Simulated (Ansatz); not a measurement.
# Al: the cost of one run

Program: Ansatz 0.2.0. Level of theory: DFT PBE, scalar-relativistic, plane waves, PAW. These are calculated values, not measurements.

**1. The starting structure**

Symmetry: P6_3/mmc, No. 194, hexagonal system. The conventional cell has a = 2.827 Å, b = 2.827 Å, c = 9.186 Å, α = 90.00°, β = 90.00°, γ = 120.00°. Al (site symmetry -3m) has 12 Al at 2.82 to 2.83 Å as nearest neighbours. Around Al (site symmetry -6m2) lie 12 Al at 2.82 to 2.83 Å.

Structure file:

```
CELL_PARAMETERS angstrom
2.82708 0.00000 0.00000
-1.41354 2.44832 0.00000
0.00000 0.00000 9.18599
ATOMIC_POSITIONS crystal
Al 0.00000 0.00000 0.00000
Al 0.33333 0.66667 0.25000
Al 0.00000 0.00000 0.50000
Al 0.66667 0.33333 0.75000
```

The structure comes from the Materials Project (structure only).

**2. A single atom displaced**

What differs from the listed cell: atom 3 (Al) moved by 0.38 Å.

Input file input.yaml:

```yaml
crystal:
  lattice:
    - [2.8270770242, 0.0, 0.0]
    - [-1.4135385121, 2.4483205214, 0.0]
    - [0.0, 0.0, 9.18599307]
  atoms:
    - { symbol: Al, position: [0.0, 0.0, 0.0] }
    - { symbol: Al, position: [0.33333333, 0.66666667, 0.25] }
    - { symbol: Al, position: [0.0765831101, 0.1531662202, 0.5] }
    - { symbol: Al, position: [0.66666667, 0.33333333, 0.75] }
basis:
  ecutwfc: 420
kpoints:
  mp_grid: { grid: [15, 15, 4] }
hamiltonian:
  xc: pbe
scf:
  occupations: { method: gaussian, width: 0.1 }
output:
  forces: true
  stress: true
  eigenvalues: true
```

Q: Estimate wall time and peak memory on 1 thread of an Arm CPU, shared host.

About 14 s, with a peak of 0.46 GiB.
